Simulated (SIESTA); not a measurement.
HfN:

```xyz
2
Lattice="0.0000 2.2560 2.2560 2.2560 0.0000 2.2560 2.2560 2.2560 0.0000" Properties=species:S:1:pos:R:3 pbc="T T T"
Hf    0.0000    0.0000    0.0000
N     2.2560    2.2560    2.2560
```

Base run:

| Quantity | Value |
| --- | --- |
| Program | SIESTA 5.4.2 |
| Functional | PBE |
| Potentials or basis | PseudoDojo 0.4 standard (PBE files) |
| Basis | SZ (energy shift 0.003 Ry) |
| Grid cutoff | 800 Ry |
| Energy shift | 0.003 Ry |
| k mesh | 10 × 10 × 10 |
| Occupations | fermi-dirac, width 0.05 eV |
| Spin | no spin polarisation |

Its results: band gap on the k mesh none (metal or under the smearing width); pressure 5.0 GPa.

Task: The run is repeated on the same cell with these changes: basis from SZ (energy shift 0.003 Ry) to TZP (energy shift 0.003 Ry; two zetas on semicore shells). What comes out?

Result: Band gap on the k mesh none (metal or under the smearing width); pressure 8.5 GPa.

Caveats: short orbitals over semicore shells can move pressures by several GPa; the basis of atomic orbitals isn't converged, which shifts pressures, moduli and gaps; the basis has no polarisation orbitals (some runs).
